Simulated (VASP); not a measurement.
# TiN (Fm-3m) in VASP: further runs, part 2 of 2

VASP 6.6.1. The steps go on from the part before.

## Step 3: Relaxation of cell and atoms, PBE

This run uses another cell than the first one, of 9.59 Å³/atom, 1.007 times its volume.

Input file INCAR:

```
SYSTEM = TiN
  PREC = Accurate
  ENCUT = 700
  EDIFF = 1E-7
  ISMEAR = 0
  SIGMA = 0.02
  LREAL = .FALSE.
  LASPH = .TRUE.
  NELM = 60
  ALGO = Normal
  ISIF = 3
  LWAVE = .FALSE.
  LCHARG = .FALSE.
  GGA = PE
  IBRION = 2
  NSW = 80
  EDIFFG = -0.002
```

Input file KPOINTS:

```
Automatic mesh
0
G
  12 12 12
  0 0 0
```

Input file POSCAR:

```
TiN                                     
1.0
   -0.0000000000      2.1242610637      2.1242610637
    2.1242610637      0.0000000000      2.1242610637
    2.1242610637      2.1242610637      0.0000000000
  Ti              N             
     1     1
Direct
     0.0000000000000000    0.0000000000000000    0.0000000000000000
     0.5000000000000000    0.5000000000000000    0.5000000000000000
```

Potentials or basis: VASP PAW PBE potentials, release 64 (Ti_sv, N).

The run is started by

```console
cat potpaw_PBE.64/Ti_sv/POTCAR potpaw_PBE.64/N/POTCAR > POTCAR
mpirun -np 1 vasp_std > vasp.out
```

OUTCAR:

```text
SYSTEM = TiN
   PREC = Accurate
   ENCUT = 700
   EDIFF = 1E-7
   ISMEAR = 0
   LREAL = .FALSE.
   LASPH = .TRUE.
   NELM = 60
   ISIF = 3
   GGA = PE
   IBRION = 2
   NSW = 80
   EDIFFG = -0.002

 ion  position               nearest neighbor table
   1  0.000  0.000  0.000-   2 2.12   2 2.12   2 2.12   2 2.12   2 2.12   2 2.12
   2  0.500  0.500  0.500-   1 2.12   1 2.12   1 2.12   1 2.12   1 2.12   1 2.12

  LATTYP: Found a face centered cubic cell.
 ALAT       =     4.2485221274

  Lattice vectors:

 A1 = (   0.0000000000,   2.1242610637,   2.1242610637)
 A2 = (   2.1242610637,   0.0000000000,   2.1242610637)
 A3 = (   2.1242610637,   2.1242610637,   0.0000000000)

Analysis of symmetry for initial positions (statically):
=====================================================================
 Subroutine PRICEL returns:
 Original cell was already a primitive cell.

 Routine SETGRP: Setting up the symmetry group for a
 face centered cubic supercell.

 Subroutine GETGRP returns: Found 48 space group operations
 (whereof 48 operations were pure point group operations)
 out of a pool of 48 trial point group operations.

The static configuration has the point symmetry O_h .

Analysis of symmetry for dynamics (positions and initial velocities):
=====================================================================
 Subroutine PRICEL returns:
 Original cell was already a primitive cell.

 Routine SETGRP: Setting up the symmetry group for a
 face centered cubic supercell.

 Subroutine GETGRP returns: Found 48 space group operations
 (whereof 48 operations were pure point group operations)
 out of a pool of 48 trial point group operations.

The dynamic configuration has the point symmetry O_h .

 Subroutine INISYM returns: Found 48 space group operations
 (whereof 48 operations are pure point group operations),
 and found     1 'primitive' translations

----------------------------------------------------------------------------------------

                                     Primitive cell

  volume of cell :      19.1714

  direct lattice vectors                    reciprocal lattice vectors
     0.000000000  2.124261064  2.124261064    -0.235375966  0.235375966  0.235375966
     2.124261064  0.000000000  2.124261064     0.235375966 -0.235375966  0.235375966
     2.124261064  2.124261064  0.000000000     0.235375966  0.235375966 -0.235375966

  length of vectors
     3.004158806  3.004158806  3.004158806     0.407683132  0.407683132  0.407683132

  position of ions in fractional coordinates (direct lattice)
     0.000000000  0.000000000  0.000000000
     0.500000000  0.500000000  0.500000000

  ion indices of the primitive-cell ions
   primitive index   ion index
                 1           1
                 2           2

----------------------------------------------------------------------------------------

 KPOINTS: Automatic mesh

Automatic generation of k-mesh.
 Grid dimensions read from file:
 generate k-points for:   12   12   12

 Generating k-lattice:

  Cartesian coordinates                     Fractional coordinates (reciprocal lattice)
    -0.019614664  0.019614664  0.019614664     0.083333333  0.000000000  0.000000000
     0.019614664 -0.019614664  0.019614664     0.000000000  0.083333333  0.000000000
[... 56 lines left out ...]
   ENCUT  =  700.0 eV  51.45 Ry    7.17 a.u.   6.48  6.48  6.48*2*pi/ulx,y,z
   NELM   =     60;   NELMIN=  2; NELMDL= -5     # of ELM steps
   EDIFF  = 0.1E-06   stopping-criterion for ELM
   LREAL  =      F    real-space projection
   EDIFFG = -.2E-02   stopping-criterion for IOM
   NSW    =     80    number of steps for IOM
   IBRION =      2    ionic relax: 0-MD 1-quasi-New 2-CG
   NFREE  =      1    steps in history (QN), initial steepest desc. (CG)
   ISIF   =      3    stress and relaxation
   ISYM   =      2    0-nonsym 1-usesym 2-fastsym
   POTIM  = 0.5000    time-step for ionic-motion
   TEBEG  =    0.0;   TEEND  =   0.0 temperature during run
   PSTRESS=    0.0 pullay stress
   NELECT =      17.0000    total number of electrons
   NUPDOWN=      -1.0000    fix difference up-down
   EMIN   =  10.00;   EMAX   =-10.00  energy-range for DOS
   EFERMI =   0.00;   METHOD = LEGACY
   ISMEAR =     0;   SIGMA  =   0.02  broadening in eV -4-tet -1-fermi 0-gaus
   EFERMI_NEDOS =   21; number of points for ismear=-14 and -15
   IALGO  =     38    algorithm
   IMIX   =      4    mixing-type and parameters
     AMIX     =   0.40;   BMIX     =  1.00
     AMIX_MAG =   1.60;   BMIX_MAG =  1.00
  volume/ion in A,a.u.               =       9.59        64.69
  Fermi-wavevector in a.u.,A,eV,Ry     =   1.572799  2.972159 33.656691  2.473697
  Thomas-Fermi vector in A             =   2.674179
   LORBIT       =      0    0 simple, 1 ext, 2 COOP (PROOUT), +10 PAW based schemes
   GGA     = PE    functional components
   LHFCALC =     F    Hartree Fock is set to
   AEXX    =    0.0000 exact exchange contribution
   IVDW    =     0    specifies the selected vdW correction
   LEPSILON=     F    determine dielectric tensor
   LRPA    =     F    only Hartree local field effects (RPA)
 conjugate gradient relaxation of ions
 non-spin polarized calculation
 Gauss-broadening in eV      SIGMA  =   0.02
  energy-cutoff  :      700.00
  volume of cell :       19.17
 maximum number of plane-waves:       869
 NGX is ok and might be reduce to    28
   NGX = 13   NGY = 13   NGZ = 13

--------------------------------------- Ionic step        1  -------------------------------------------

 number of electron      16.9999999 magnetization

 Free energy of the ion-electron system (eV)
  ---------------------------------------------------
  ext. energy  EPLUGINS =         0.00000000
  ---------------------------------------------------
  free energy    TOTEN  =       -19.64330731 eV

  energy without entropy =      -19.64289718  energy(sigma->0) =      -19.64310224

------------------------ aborting loop because EDIFF is reached ----------------------------------------

  FORCE on cell =-STRESS in cart. coord.  units (eV):
  Direction    XX          YY          ZZ          XY          YZ          ZX
  --------------------------------------------------------------------------------------
  -------------------------------------------------------------------------------------
  Total       -0.0043515     -0.0043515     -0.0043515      0.0000000      0.0000000     -0.0000000
  in kB       -0.3636578     -0.3636578     -0.3636578      0.0000000      0.0000000     -0.0000000
  external PRESSURE =      -0.3636578 kB  Pullay stress =       0.0000000 kB
[... 131 lines left out ...]
--------------------------------------- Ionic step        5  -------------------------------------------

 number of electron      16.9999999 magnetization

 Free energy of the ion-electron system (eV)
  ---------------------------------------------------
  ext. energy  EPLUGINS =         0.00000000
  ---------------------------------------------------
  free energy    TOTEN  =       -19.64330734 eV

  energy without entropy =      -19.64289717  energy(sigma->0) =      -19.64310226

 E-fermi :  11.3291     XC(G=0): -12.9942

 val. band max:       11.3241196261   @ k =   0.5000   0.2500   0.0833
 cond. band min:      11.3341787405   @ k =   0.1667   0.0000   0.0000
 fundamental gap:      0.0100591144
 Fermi energy:        11.3291146450

 k-point     1 :       0.0000    0.0000    0.0000
  band No.  band energies     occupation
      1     -46.5005      2.00000
      2     -22.4834      2.00000
      3     -22.4834      2.00000
      4     -22.4834      2.00000
      5      -5.6892      2.00000
      6       9.3465      2.00000
      7       9.3465      2.00000
      8       9.3465      2.00000
      9      10.7697      2.00000
     10      10.7697      2.00000
     11      10.7697      2.00000
     12      11.9516      0.00000
[... 331 lines left out ...]
 k-point    24 :      -0.4167    0.1667    0.0000
  band No.  band energies     occupation
      1     -46.3967      2.00000
      2     -23.0461      2.00000
      3     -22.6479      2.00000
      4     -22.5603      2.00000
      5      -3.4475      2.00000
      6       3.9219      2.00000
      7       5.9706      2.00000
      8       6.1309      2.00000
      9      12.6274      0.00000
     10      12.9464      0.00000
     11      13.4604      0.00000
     12      15.8040      0.00000

 [... further k-points ...]

------------------------ aborting loop because EDIFF is reached ----------------------------------------

  FORCE on cell =-STRESS in cart. coord.  units (eV):
  Direction    XX          YY          ZZ          XY          YZ          ZX
  --------------------------------------------------------------------------------------
  -------------------------------------------------------------------------------------
  Total        0.0033471      0.0033471      0.0033471      0.0000000      0.0000000      0.0000000
  in kB        0.2797213      0.2797213      0.2797213      0.0000000      0.0000000      0.0000000
  external PRESSURE =       0.2797213 kB  Pullay stress =       0.0000000 kB
[... 17 lines left out ...]
  FREE ENERGIE OF THE ION-ELECTRON SYSTEM (eV)
  ---------------------------------------------------
  free  energy   TOTEN  =       -19.6433073397 eV

  energy  without entropy=      -19.6428971724  energy(sigma->0) =      -19.64310226

 reached required accuracy - stopping structural energy minimisation
```

Run time: 54 s. Hardware: 1 thread of Intel Xeon Platinum 8488C (Sapphire Rapids), shared host; peak memory 0.17 GiB.

Results:

* Free energy: -19.6433 eV
* Energy gained by relaxing: 0.0 meV/atom
* Ionic steps: 5
* Pressure after relaxing: 0.0 GPa
* Band gap on the k mesh: none (metal or under the smearing width)

Final structure:
```
Ti N
1.0
     0.00000    2.12425    2.12425
     2.12425    0.00000    2.12425
     2.12425    2.12425    0.00000
Ti N
1 1
Direct
  0.00000 0.00000 0.00000
  0.50000 0.50000 0.50000
```

Levels at points of the mesh, in eV from the Fermi level:
```tsv
k point	band 7	band 8	band 9	band 10	band 11	band 12
(0.00, 0.00, 0.00)	-1.98	-1.98	-0.56	-0.56	-0.56	0.62
(0.50, 0.00, 0.00)	-5.40	-5.40	1.72	1.72	2.38	5.74
(0.50, 0.50, 0.00)	-3.17	-3.17	-2.99	1.67	2.41	2.41
```
